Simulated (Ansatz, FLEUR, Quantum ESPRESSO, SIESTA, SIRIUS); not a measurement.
## One calculation of BN, 6 ways

```
CELL_PARAMETERS angstrom
2.55394 0.00000 0.00000
-1.27697 2.21178 0.00000
0.00000 0.00000 4.22685
ATOMIC_POSITIONS crystal
N 0.33333 0.66667 0.12528
N 0.66667 0.33333 0.62528
B 0.33333 0.66667 0.49972
B 0.66667 0.33333 0.99972
```

Measurements of this composition are mostly on another form, of space group No. 194.

Alike in all runs: task band structure; functional PBEsol; k mesh 12 × 12 × 6; occupations fermi-dirac, width 0.05 eV; no spin polarisation; no spin-orbit coupling. Pressure is positive in compression and, in plane waves, holds the error of the finite cutoff, which Ansatz's Pulay term estimates and takes out. Gaps are the smaller of the mesh's and the band path's.

```
                                                        program and potentials  plane-wave cutoff (eV)                                                                                   notes  band gap (eV)  pressure (GPa)
                                                            Ansatz, Ansatz PAW                     420  potentials made for PBE, which Ansatz adapts in part; Pulay term of +1.08 GPa included           4.99           -5.91
                                                    FLEUR, all-electron, FLAPW                       -                                                                                       -           4.97               -
SIESTA, files PseudoDojo sr-pbesol-0.4.1-standard, DZP (energy shift 0.003 Ry)                       -                                                                            atomic basis           5.09           -2.11
                                Ansatz, all-electron LAPW, scalar-relativistic                       -                                                                                       -           4.98           -5.89
                                             Quantum ESPRESSO, GBRV 1.5 PBEsol                     612                                                                                       -           4.97           -5.37
                                 SIRIUS, all-electron FP-LAPW, apw+lo standard                       -                                                                                       -           4.98               -
```

The band gap spans 4.97 (Quantum ESPRESSO, GBRV 1.5 PBEsol) to 5.09 eV (SIESTA, files PseudoDojo sr-pbesol-0.4.1-standard, DZP (energy shift 0.003 Ry)), with all-electron results at 4.97 to 4.98. The pressure spans -5.91 (Ansatz, Ansatz PAW) to -2.11 GPa (SIESTA, files PseudoDojo sr-pbesol-0.4.1-standard, DZP (energy shift 0.003 Ry)), with all-electron results at -5.89. Rows in atomic bases carry the error of their basis and grid, which can be large.

The functional is the same throughout but for its coding, so the spread measures potentials, basis and numerics; runs on potential files found faulty are left out.
